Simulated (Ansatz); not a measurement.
# TaC: the cost of one run

Method: DFT PBE, scalar-relativistic, plane waves, PAW, in Ansatz 0.2.0.

1 further run of the same task is left out (set aside as unsound or not needed).

## 1. The system as given

Symmetry: Fm-3m, No. 225, cubic system. Conventional cell: a = 4.475 Å, b = 4.475 Å, c = 4.475 Å, α = 90.00°, β = 90.00°, γ = 90.00°. Around Ta (site symmetry m-3m) lie 6 C at 2.24 Å. C (site symmetry m-3m) has 6 Ta at 2.24 Å in its first shell of neighbours.

Structure file:

```xyz
2
Lattice="0.0000 2.2377 2.2377 2.2377 0.0000 2.2377 2.2377 2.2377 0.0000" Properties=species:S:1:pos:R:3 pbc="T T T"
Ta    0.0000    0.0000    0.0000
C     2.2377    2.2377    2.2377
```

It goes back to an entry of the Materials Project, which need not be the stable form.

This cell was relaxed beforehand with the same method: volume 11.20 Å³/atom, gap on the mesh none (metal).

## 2. Host supercell without the defect

Contents of input.yaml:

```yaml
crystal:
  lattice:
    - [0.0, 4.4754013011, -4.4754013011]
    - [4.4754013011, 4.4754013011, 0.0]
    - [4.4754013011, 0.0, -4.4754013011]
  atoms:
    - { symbol: Ta, position: [0.5, 0.5, 0.0] }
    - { symbol: Ta, position: [0.5, 0.0, 0.0] }
    - { symbol: Ta, position: [1.0, 0.5, 0.0] }
    - { symbol: Ta, position: [1.0, 0.0, 0.0] }
    - { symbol: Ta, position: [0.5, 0.5, 0.5] }
    - { symbol: Ta, position: [0.5, 0.0, 0.5] }
    - { symbol: Ta, position: [1.0, 0.5, 0.5] }
    - { symbol: Ta, position: [1.0, 0.0, 0.5] }
    - { symbol: C, position: [0.25, 0.75, 0.25] }
    - { symbol: C, position: [0.25, 0.25, 0.25] }
    - { symbol: C, position: [0.75, 0.75, 0.25] }
    - { symbol: C, position: [0.75, 0.25, 0.25] }
    - { symbol: C, position: [0.25, 0.75, 0.75] }
    - { symbol: C, position: [0.25, 0.25, 0.75] }
    - { symbol: C, position: [0.75, 0.75, 0.75] }
    - { symbol: C, position: [0.75, 0.25, 0.75] }
basis:
  ecutwfc: 420
  xc_grid: 2
kpoints:
  mp_grid: { grid: [5, 5, 5], shift: [0.0, 0.0, 0.0] }
hamiltonian:
  xc: pbe
scf:
  occupations: { method: gaussian, width: 0.1 }
output:
  forces: true
  stress: true
  eigenvalues: true
```

Run with:

```bash
> ansatz run input.yaml --threads 4 --pin off --max-ram 10240MiB --backend cpu --events-out ev --progress --plain --runs-dir out
```

Q: Estimate wall time and peak memory on 4 threads of Intel Xeon Platinum 8175M at 2.50GHz (Skylake/Cascade Lake), shared host.

About 2.5 s, with a peak of 0.75 GiB.
